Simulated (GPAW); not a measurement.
Runs of GPAW 26.7.0 on TiB. It takes space group Pnma (No. 62, orthorhombic). The conventional cell has a = 6.120 Å, b = 3.060 Å, c = 4.560 Å, α = 90.00°, β = 90.00°, γ = 90.00°. Around Ti (site symmetry m) lie 7 B at 2.34 to 2.54 Å. B (site symmetry m) has 2 B at 1.83 Å as nearest neighbours. 

| task | level | potentials or basis | k mesh | band path | band points | pressure (GPa) | largest force (eV/Å) |
| --- | --- | --- | --- | --- | --- | --- | --- |
| single point | PBEsol | PAW data sets generated in the run's folder for this functional, pw | 5 × 9 × 6 | - | - | -5.4 | 0.27 |
| band structure | LDA | the program's PAW data sets (release 1.2.1) made for this functional, pw | 3 × 6 × 4 | GXSYGZURTZ,YT,UX,SR | 80 | -10.7 | (a) |
| band structure | PBEsol | PAW data sets generated in the run's folder for this functional, pw | 3 × 6 × 4 | GXSYGZURTZ,YT,UX,SR | 80 | -5.4 | 0.27 |
| band structure | r2SCAN | GPAW PAW data sets (gpaw-data 1.2.1), pw | 3 × 6 × 4 | GXSYGZURTZ,YT,UX,SR | 80 | -1.4 | 0.27 |

Alike in all rows: no spin polarisation; cell as given; cutoff (eV) 800; smearing fermi-dirac 0.05 eV.

Question: Fill in the values left out.

Answer: (a) 0.36.

Caveats: the PAW data sets were made with another functional, which shifts forces and pressure a little (some runs).
